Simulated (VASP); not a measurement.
# BaS (Fm-3m) in VASP: a series of runs

The runs below take BaS through single point, relaxation of cell and atoms, with LDA, PBE, PBE+D4.

Program: VASP 6.6.1. These are calculated values, not measurements. Logs are shortened: lines on timing, memory, paths and dates and some standing lists are left out, and cuts for length are marked.

**What was measured.**

A printed reference work, monograph, original work of 1988 reports, for a bulk crystal of BaS at 2 K: band gap 3.806 eV (indirect).

How close the calculation comes is told below.

## 1. The cell of the first run

The structure is cubic, space group Fm-3m (No. 225). Conventional cell: a = 6.388 Å, b = 6.388 Å, c = 6.388 Å, α = 90.00°, β = 90.00°, γ = 90.00°. Within 4.2 Å of Ba (site symmetry m-3m) lie 6 S at 3.19 Å. S (site symmetry m-3m) has 6 Ba at 3.19 Å within 4.2 Å.

## 2. Single point, LDA

INCAR

```
SYSTEM = BaS
PREC = Accurate
ENCUT = 520
EDIFF = 1E-6
ISMEAR = -1
SIGMA = 0.05
LREAL = .False.
LASPH = .True.
NELM = 100
ALGO = Normal
ISIF = 2
LWAVE = .False.
LCHARG = .True.
GGA = CA
LELF = .True.
LVHAR = .True.
NBANDS = 15
```

KPOINTS

```
regular mesh
0
Gamma
  7 7 7
  0 0 0
```

POSCAR

```
BaS
1.0
    0.0000000000      3.1937500000      3.1937500000
    3.1937500000      0.0000000000      3.1937500000
    3.1937500000      3.1937500000      0.0000000000
Ba S
1 1
Direct
    0.0000000000      0.0000000000      0.0000000000
    0.5000000000      0.5000000000      0.5000000000
```

Potentials or basis: VASP PAW LDA potentials, release 64 (Ba_sv, S).

Command:

```console
cat potpaw_LDA.64/Ba_sv/POTCAR potpaw_LDA.64/S/POTCAR > POTCAR
mpirun -np 1 vasp_std > vasp.out
```

OUTCAR:

```text
SYSTEM = BaS
   PREC = Accurate
   ENCUT = 520
   EDIFF = 1E-6
   ISMEAR = -1
   LREAL = .False.
   LASPH = .True.
   NELM = 100
   ISIF = 2
   GGA = CA

 ion  position               nearest neighbor table
   1  0.000  0.000  0.000-   2 3.19   2 3.19   2 3.19   2 3.19   2 3.19   2 3.19
   2  0.500  0.500  0.500-   1 3.19   1 3.19   1 3.19   1 3.19   1 3.19   1 3.19

  LATTYP: Found a face centered cubic cell.
 ALAT       =     6.3875000000

  Lattice vectors:

 A1 = (   0.0000000000,   3.1937500000,   3.1937500000)
 A2 = (   3.1937500000,   0.0000000000,   3.1937500000)
 A3 = (   3.1937500000,   3.1937500000,   0.0000000000)

Analysis of symmetry for initial positions (statically):
=====================================================================
 Subroutine PRICEL returns:
 Original cell was already a primitive cell.

 Routine SETGRP: Setting up the symmetry group for a
 face centered cubic supercell.

 Subroutine GETGRP returns: Found 48 space group operations
 (whereof 48 operations were pure point group operations)
 out of a pool of 48 trial point group operations.

The static configuration has the point symmetry O_h .

Analysis of symmetry for dynamics (positions and initial velocities):
=====================================================================
 Subroutine PRICEL returns:
 Original cell was already a primitive cell.

 Routine SETGRP: Setting up the symmetry group for a
 face centered cubic supercell.

 Subroutine GETGRP returns: Found 48 space group operations
 (whereof 48 operations were pure point group operations)
 out of a pool of 48 trial point group operations.

The dynamic configuration has the point symmetry O_h .

 Subroutine INISYM returns: Found 48 space group operations
 (whereof 48 operations are pure point group operations),
 and found     1 'primitive' translations

----------------------------------------------------------------------------------------

                                     Primitive cell

  volume of cell :      65.1527

  direct lattice vectors                    reciprocal lattice vectors
     0.000000000  3.193750000  3.193750000    -0.156555773  0.156555773  0.156555773
     3.193750000  0.000000000  3.193750000     0.156555773 -0.156555773  0.156555773
     3.193750000  3.193750000  0.000000000     0.156555773  0.156555773 -0.156555773

  length of vectors
     4.516644565  4.516644565  4.516644565     0.271162553  0.271162553  0.271162553

  position of ions in fractional coordinates (direct lattice)
     0.000000000  0.000000000  0.000000000
     0.500000000  0.500000000  0.500000000

  ion indices of the primitive-cell ions
   primitive index   ion index
                 1           1
                 2           2

----------------------------------------------------------------------------------------

 KPOINTS: regular mesh

Automatic generation of k-mesh.
 Grid dimensions read from file:
 generate k-points for:    7    7    7

 Generating k-lattice:

  Cartesian coordinates                     Fractional coordinates (reciprocal lattice)
    -0.022365110  0.022365110  0.022365110     0.142857143  0.000000000  0.000000000
     0.022365110 -0.022365110  0.022365110     0.000000000  0.142857143  0.000000000
     0.022365110  0.022365110 -0.022365110     0.000000000  0.000000000  0.142857143

  Length of vectors
     0.038737508  0.038737508  0.038737508

  Shift w.r.t. Gamma in fractional coordinates (k-lattice)
     0.000000000  0.000000000  0.000000000

 Subroutine IBZKPT returns following result:
 ===========================================

 Found     20 irreducible k-points:

 Following reciprocal coordinates:
            Coordinates               Weight
  0.000000  0.000000  0.000000      1.000000
  0.142857  0.000000  0.000000      8.000000
  0.285714  0.000000  0.000000      8.000000
  0.428571  0.000000  0.000000      8.000000
  0.142857  0.142857  0.000000      6.000000
  0.285714  0.142857  0.000000     24.000000
[... 12 lines left out ...]
 -0.428571  0.428571  0.142857     24.000000
 -0.285714  0.428571  0.142857     24.000000
   k-points           NKPTS =     20   k-points in BZ     NKDIM =     20   number of bands    NBANDS=     15
   number of dos      NEDOS =    301   number of ions     NIONS =      2
   total plane-waves  NPLWV =  46656
   dimension x,y,z NGX =    36 NGY =   36 NGZ =   36
   dimension x,y,z NGXF=    72 NGYF=   72 NGZF=   72
   ions per type =               1   1
   NGX,Y,Z   is equivalent  to a cutoff of  13.25, 13.25, 13.25 a.u.
   NGXF,Y,Z  is equivalent  to a cutoff of  26.50, 26.50, 26.50 a.u.
 SYSTEM =  BaS
   PREC   = accura    normal or accurate (medium, high low for compatibility)
   ISTART =      0    job   : 0-new  1-cont  2-samecut
   ICHARG =      2    charge: 1-file 2-atom 10-const
   ISPIN  =      1    spin polarized calculation?
   LNONCOLLINEAR =      F non collinear calculations
   LSORBIT =      F    spin-orbit coupling
[... 24 lines left out ...]
   AEXX    =    0.0000 exact exchange contribution
   IVDW    =     0    specifies the selected vdW correction
   LEPSILON=     F    determine dielectric tensor
   LRPA    =     F    only Hartree local field effects (RPA)
 non-spin polarized calculation
  energy-cutoff  :      520.00
  volume of cell :       65.15
 maximum number of plane-waves:      1807
 NGX is ok and might be reduce to    36
   NGX = 17   NGY = 17   NGZ = 17

 number of electron      16.0000001 magnetization

 Free energy of the ion-electron system (eV)
  ---------------------------------------------------
  ext. energy  EPLUGINS =         0.00000000
  ---------------------------------------------------
  free energy    TOTEN  =       -11.15989170 eV

  energy without entropy =      -11.15989170  energy(sigma->0) =      -11.15989170

 E-fermi :   2.2345     XC(G=0):  -8.9921

 val. band max:        1.2401594952   @ k =   0.0000   0.0000   0.0000
 cond. band min:       3.2030315127   @ k =   0.4286   0.4286   0.0000
 fundamental gap:      1.9628720174
 Fermi energy:         2.2345106736

 k-point     1 :       0.0000    0.0000    0.0000
  band No.  band energies     occupation
      1     -24.7597      2.00000
      2      -9.8330      2.00000
      3      -9.8330      2.00000
      4      -9.8330      2.00000
      5      -9.0752      2.00000
      6       1.2402      2.00000
      7       1.2402      2.00000
      8       1.2402      2.00000
      9       4.5519      0.00000
     10       4.9413      0.00000
     11       4.9413      0.00000
     12       4.9413      0.00000
     13       5.9257      0.00000
     14       5.9257      0.00000
     15       9.6841      0.00000

 k-point     2 :       0.1429    0.0000    0.0000
  band No.  band energies     occupation
      1     -24.7510      2.00000
      2     -10.2121      2.00000
      3      -9.8408      2.00000
      4      -9.8408      2.00000
      5      -8.6787      2.00000
      6       0.6950      2.00000
      7       0.9651      2.00000
      8       0.9651      2.00000
      9       4.9304      0.00000
     10       5.2483      0.00000
     11       5.2483      0.00000
     12       5.3564      0.00000
     13       6.5196      0.00000
     14       6.5196      0.00000
     15      10.5024      0.00000

 k-point     3 :       0.2857    0.0000    0.0000
  band No.  band energies     occupation
      1     -24.7314      2.00000
      2     -10.6896      2.00000
      3      -9.8582      2.00000
      4      -9.8582      2.00000
      5      -8.1594      2.00000
      6      -0.1685      2.00000
      7       0.4787      2.00000
      8       0.4787      2.00000
      9       5.2890      0.00000
     10       6.0904      0.00000
     11       6.0904      0.00000
     12       6.7224      0.00000
     13       7.9352      0.00000
     14       7.9352      0.00000
     15      11.6572      0.00000
[... 271 lines left out ...]
 k-point    19 :      -0.4286    0.4286    0.1429
  band No.  band energies     occupation
      1     -24.7016      2.00000
      2     -10.4543      2.00000
      3     -10.1139      2.00000
      4     -10.0826      2.00000
      5      -8.5464      2.00000
      6       0.3463      2.00000
      7       0.5999      2.00000
      8       0.8738      2.00000
      9       4.0502      0.00000
     10       6.9084      0.00000
     11       7.2910      0.00000
     12       8.2785      0.00000
     13       8.4868      0.00000
     14       9.1272      0.00000
     15      10.4995      0.00000

 k-point    20 :      -0.2857    0.4286    0.1429
  band No.  band energies     occupation
      1     -24.7002      2.00000
      2     -10.4889      2.00000
      3     -10.2120      2.00000
      4     -10.0582      2.00000
      5      -8.3850      2.00000
      6       0.0589      2.00000
      7       0.6294      2.00000
      8       0.6991      2.00000
      9       4.9988      0.00000
     10       5.9203      0.00000
     11       7.5391      0.00000
     12       8.1894      0.00000
     13       8.3590      0.00000
     14      10.2392      0.00000
     15      11.2767      0.00000

------------------------ aborting loop because EDIFF is reached ----------------------------------------

  FORCE on cell =-STRESS in cart. coord.  units (eV):
  Direction    XX          YY          ZZ          XY          YZ          ZX
  --------------------------------------------------------------------------------------
  -------------------------------------------------------------------------------------
  Total       -0.7494332     -0.7494332     -0.7494332     -0.0000000      0.0000000     -0.0000000
  in kB      -18.4293810    -18.4293810    -18.4293810     -0.0000000      0.0000000     -0.0000000
  external PRESSURE =     -18.4293810 kB  Pullay stress =       0.0000000 kB

 VOLUME and BASIS-vectors are now :
 -----------------------------------------------------------------------------
  energy-cutoff  :      520.00
  volume of cell :       65.15
      direct lattice vectors                 reciprocal lattice vectors
     0.000000000  3.193750000  3.193750000    -0.156555773  0.156555773  0.156555773
     3.193750000  0.000000000  3.193750000     0.156555773 -0.156555773  0.156555773
     3.193750000  3.193750000  0.000000000     0.156555773  0.156555773 -0.156555773

 POSITION                                       TOTAL-FORCE (eV/Angst)
 -----------------------------------------------------------------------------------
      0.00000      0.00000      0.00000        -0.000000     -0.000000     -0.000000
      3.19375      3.19375      3.19375         0.000000      0.000000      0.000000
 -----------------------------------------------------------------------------------
    total drift:                                0.000000      0.000000      0.000000

  FREE ENERGIE OF THE ION-ELECTRON SYSTEM (eV)
  ---------------------------------------------------
  free  energy   TOTEN  =       -11.1598916983 eV

  energy  without entropy=      -11.1598916981  energy(sigma->0) =      -11.15989170
```

It took 56 s on 1 thread of AMD EPYC 7R13 (Zen 3), shared host; peak memory 0.14 GiB.

What came out:

* Free energy: -11.1599 eV
* Pressure: -1.8 GPa
* Band gap on the k mesh: 1.96 eV, indirect (least direct gap 2.11 eV)

Caveat: spin-orbit coupling is left out, which moves the levels of the heavy elements.

## 3. Single point, PBE

INCAR

```
SYSTEM = BaS
PREC = Accurate
ENCUT = 520
EDIFF = 1E-6
ISMEAR = 0
SIGMA = 0.012
LREAL = .False.
LASPH = .True.
NELM = 80
ALGO = Normal
ISIF = 2
LWAVE = .False.
LCHARG = .True.
GGA = PE
LELF = .True.
LVHAR = .True.
NBANDS = 15
```

KPOINTS

```
Automatic mesh
0
Gamma
  7 7 7
  0 0 0
```

POSCAR is that of step 2.

Potentials or basis: VASP PAW PBE potentials, release 64 (Ba_sv, S).

Command:

```console
cat potpaw_PBE.64/Ba_sv/POTCAR potpaw_PBE.64/S/POTCAR > POTCAR
mpirun -np 1 vasp_std > vasp.out
```

Wall time 43 s (1 thread of AMD EPYC 7R13 (Zen 3), shared host); peak memory 0.17 GiB.

It converged, with:

```
Free energy            : -10.1847 eV
Pressure               : 1.4 GPa
Band gap on the k mesh : 2.17 eV, indirect (least direct gap 2.31 eV)
```

Levels at points of the mesh, in eV from the valence-band top:
| k point | band 4 | band 5 | band 6 | band 7 | band 8 | band 9 | band 10 | band 11 | band 12 | band 13 |
| --- | --- | --- | --- | --- | --- | --- | --- | --- | --- | --- |
| (0.00, 0.00, 0.00) | -11.13 | -10.36 | 0.00 | 0.00 | 0.00 | 3.60 | 3.87 | 3.87 | 3.87 | 4.79 |

Caveat: spin-orbit coupling is left out, which moves the levels of the heavy elements.

## 4. Single point, PBE

INCAR

```
ALGO = Normal
EDIFF = 1E-6
ENCUT = 520
GGA = PE
ISIF = 2
ISMEAR = 0
LASPH = T
LCHARG = F
LREAL = F
LWAVE = F
NBANDS = 15
NELM = 80
PREC = Accurate
SIGMA = 0.013000000000000001
```

KPOINTS

```
k-points
0
Gamma
  7 7 7
```

POSCAR is that of step 3.

Command:

```console
cat potpaw_PBE.64/Ba_sv/POTCAR potpaw_PBE.64/S/POTCAR > POTCAR
mpirun -np 1 vasp_std > vasp.out
```

It took 37 s on 1 thread of AMD EPYC 7R13 (Zen 3), shared host; peak memory 0.17 GiB.

Results (log left out):

* Free energy: -10.1847 eV
* Pressure: 1.4 GPa
* Band gap on the k mesh: 2.17 eV, indirect (least direct gap 2.31 eV)

Levels at points of the mesh, in eV from the valence-band top:
| k point | band 5 | band 6 | band 7 | band 8 | band 9 | band 10 | band 11 | band 12 |
| --- | --- | --- | --- | --- | --- | --- | --- | --- |
| (0.00, 0.00, 0.00) | -10.36 | 0.00 | 0.00 | 0.00 | 3.60 | 3.87 | 3.87 | 3.87 |

Caveat: spin-orbit coupling is left out, which moves the levels of the heavy elements.

## 5. Single point, PBE+D4

This run uses another cell than the first one, of 32.29 Å³/atom, 0.991 times its volume.

INCAR

```
  ALGO = Normal
  EDIFF = 1E-7
  ENCUT = 520
  GGA = PE
  ISIF = 2
  ISMEAR = -1
  IVDW = 13
  LASPH = True
  LCHARG = False
  LREAL = False
  LWAVE = False
  NBANDS = 15
  NELM = 80
  PREC = Accurate
  SIGMA = 0.05
```

KPOINTS is that of step 4.

POSCAR

```
BaS
1.0
    0.0000000000      3.1843062549      3.1843062549
    3.1843062549      0.0000000000      3.1843062549
    3.1843062549      3.1843062549      0.0000000000
Ba S
1 1
Direct
    0.0000000000      0.0000000000      0.0000000000
    0.5000000000      0.5000000000      0.5000000000
```

Command:

```console
cat potpaw_PBE.64/Ba_sv/POTCAR potpaw_PBE.64/S/POTCAR > POTCAR
mpirun -np 1 vasp_std > vasp.out
```

Run time: 37 s. Hardware: 1 thread of AMD EPYC 7R13 (Zen 3), shared host; peak memory 0.17 GiB.

It converged, with:

- Free energy: -10.6513 eV
- Pressure: 0.6 GPa
- Band gap on the k mesh: 2.15 eV, indirect (least direct gap 2.29 eV)
- Dispersion energy per atom: -0.236 eV

Levels at points of the mesh, in eV from the valence-band top:
| k point | band 4 | band 5 | band 6 | band 7 | band 8 | band 9 | band 10 | band 11 | band 12 | band 13 |
| --- | --- | --- | --- | --- | --- | --- | --- | --- | --- | --- |
| (0.00, 0.00, 0.00) | -11.10 | -10.37 | 0.00 | 0.00 | 0.00 | 3.64 | 3.87 | 3.87 | 3.87 | 4.80 |

Caveat: spin-orbit coupling is left out, which moves the levels of the heavy elements.

## 6. Relaxation of cell and atoms, PBE+D4

INCAR

```
SYSTEM = BaS
PREC = Accurate ; ENCUT = 600
EDIFF = 1E-6 ; ISMEAR = -1
SIGMA = 0.05 ; LREAL = .False.
LASPH = .True. ; NELM = 80
ALGO = Normal ; ISIF = 3
LWAVE = .False. ; LCHARG = .False.
GGA = PE ; IVDW = 13
IBRION = 2 ; NSW = 80
EDIFFG = -0.005
```

KPOINTS

```
Automatic mesh
0
Gamma
  7 7 7
  0 0 0
```

POSCAR

```
BaS
1.0
    0.0000000000      3.1937500000      3.1937500000
    3.1937500000      0.0000000000      3.1937500000
    3.1937500000      3.1937500000      0.0000000000
Ba S
1 1
Direct
    0.0000000000      0.0000000000      0.0000000000
    0.5000000000      0.5000000000      0.5000000000
```

Potentials or basis: VASP PAW PBE potentials, release 64 (Ba_sv, S).

Command:

```console
cat potpaw_PBE.64/Ba_sv/POTCAR potpaw_PBE.64/S/POTCAR > POTCAR
mpirun -np 1 vasp_std > vasp.out
```

Run time: 67 s. Hardware: 1 thread of AMD EPYC 7R13 (Zen 3), shared host; peak memory 0.18 GiB.

It converged, with:

```yaml
Free_energy: -10.6535 eV
Relaxed_volume: 32.74 Å³/atom
Relaxed_cell: a = 4.524 Å, b = 4.524 Å, c = 4.524 Å, α = 60.00°, β = 60.00°, γ = 60.00°
Space_group_after_relaxing_to_0.05_Å: Fm-3m (No. 225)
Energy_gained_by_relaxing: 0.1 meV/atom
Ionic_steps: 3
Pressure_after_relaxing: 0.0 GPa
Band_gap_on_the_k_mesh: 2.17 eV, indirect (least direct gap 2.32 eV)
Dispersion_energy_per_atom: -0.233 eV
```

The path:
```csv
step,energy change (eV),largest force (eV/Å),pressure (GPa),volume (Å³)
1,0.0000,0.0000,0.22,65.15
2,-0.0002,0.0000,-0.06,65.57
3,-0.0002,0.0000,0.00,65.47
```

Final structure:
```
CELL_PARAMETERS angstrom
0.00000 3.19900 3.19900
3.19900 0.00000 3.19900
3.19900 3.19900 0.00000
ATOMIC_POSITIONS crystal
Ba 0.00000 0.00000 0.00000
S 0.50000 0.50000 0.50000
```

Levels at points of the mesh, in eV from the valence-band top:
```
           k point  band 4  band 5  band 6  band 7  band 8  band 9  band 10  band 11  band 12
(0.00, 0.00, 0.00)  -11.15  -10.35    0.00    0.00    0.00    3.58     3.87     3.87     3.87
```

Caveat: spin-orbit coupling is left out, which moves the levels of the heavy elements. A k mesh can miss the band edges.

## 7. The runs side by side

| task | level | potentials or basis | cell | cutoff (eV) | smearing | gap on the mesh (eV) | pressure (GPa) |
| --- | --- | --- | --- | --- | --- | --- | --- |
| single point | LDA | VASP PAW LDA potentials, release 64 (Ba_sv, S) | a = 4.517 Å, angles 60.0°, 2 atoms | 520 | fermi-dirac 0.05 eV | 1.96 | -1.8 |
| single point | PBE | VASP PAW PBE potentials, release 64 (Ba_sv, S) | a = 4.517 Å, angles 60.0°, 2 atoms | 520 | gaussian 0.012 eV | 2.17 | 1.4 |
| single point | PBE | VASP PAW PBE potentials, release 64 (Ba_sv, S) | a = 4.517 Å, angles 60.0°, 2 atoms | 520 | gaussian 0.013 eV | 2.17 | 1.4 |
| single point | PBE+D4 | VASP PAW PBE potentials, release 64 (Ba_sv, S) | a = 4.503 Å, angles 60.0°, 2 atoms | 520 | fermi-dirac 0.05 eV | 2.15 | 0.6 |
| relaxation of cell and atoms | PBE+D4 | VASP PAW PBE potentials, release 64 (Ba_sv, S) | relaxed from a = 4.517 Å, angles 60.0°, 2 atoms | 600 | fermi-dirac 0.05 eV | 2.17 | 0.0 |

Alike in all rows: no spin polarisation; k mesh 7 × 7 × 7.

Caveats: spin-orbit coupling is left out, which moves the levels of the heavy elements.

Total energies depend on the potentials used, so only differences within one code and one set of settings carry meaning.

## 8. Comparison with measurements

Step 2. Against the measured gap of BaS, 3.806 eV (indirect; 2 K; a printed reference work, monograph, original work of 1988), the calculated 1.96 eV is off by -1.84 eV. Spin-orbit coupling on Ba is left out. The value is that of LDA on a finite k mesh, which can miss the band edges, without temperature or zero-point motion. Semilocal functionals fall short of measured gaps as a rule.

Step 3. A measured gap of BaS is 3.806 eV (indirect; 2 K; a printed reference work, monograph, original work of 1988); the calculated 2.17 eV misses it by -1.64 eV. Spin-orbit coupling on Ba is left out. The value is that of PBE on a finite k mesh, which can miss the band edges, without temperature or zero-point motion. Semilocal functionals fall short of measured gaps as a rule.

Step 4. Measured gap of BaS: 3.806 eV (indirect; 2 K; a printed reference work, monograph, original work of 1988). This calculation gives 2.17 eV (-1.64 eV). Spin-orbit coupling on Ba is left out. The value is that of PBE on a finite k mesh, which can miss the band edges, without temperature or zero-point motion. Semilocal functionals fall short of measured gaps as a rule.

Step 5. Measured gap of BaS: 3.806 eV (indirect; 2 K; a printed reference work, monograph, original work of 1988). This calculation gives 2.15 eV (-1.65 eV). Spin-orbit coupling on Ba is left out. The value is that of PBE+D4 on a finite k mesh, which can miss the band edges, without temperature or zero-point motion. Semilocal functionals fall short of measured gaps as a rule.
